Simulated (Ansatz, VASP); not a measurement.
NaCl: VASP beside Ansatz

```
Na Cl
1.0
     2.86000    0.00000    0.00000
     0.00000    2.86000    0.00000
     0.00000    0.00000    2.91720
Na Cl
1 1
Direct
  0.00000 0.00000 0.00000
  0.50000 0.50000 0.50000
```

Change from the starting cell: zz strain of +2 %.

Alike in both runs: task single point; functional PBEsol; k mesh 9 × 9 × 9; occupations fermi-dirac, width 0.03 eV; no spin polarisation.

|  | VASP | Ansatz |
| --- | --- | --- |
| version | VASP 6.6.1 | Ansatz 0.2.0 |
| potentials or method | VASP PAW PBE potentials, release 64 (Na_pv, Cl), cutoff 520 eV | all-electron LAPW, scalar-relativistic |

Ansatz gave:

* gap on the k mesh at the Fermi level (eV): 4.48
* pressure (GPa): 54.8
* largest component of the traceless stress (GPa): 3.19

Task: What did VASP give for the same quantities?

Result: gap on the k mesh at the Fermi level (eV): 4.53; pressure (GPa): 55.4; largest component of the traceless stress (GPa): 3.17.

Ansatz ran all-electron here, so the differences hold the error of VASP's frozen core and of both bases.

Caveats: so large a pressure means that the cell lies far from this level's equilibrium, or that cutoff or potentials fall short (VASP); the potentials were made for another functional, which shifts forces and pressure (VASP); an odd mesh through Γ misses points on the zone boundary, where band edges often lie.
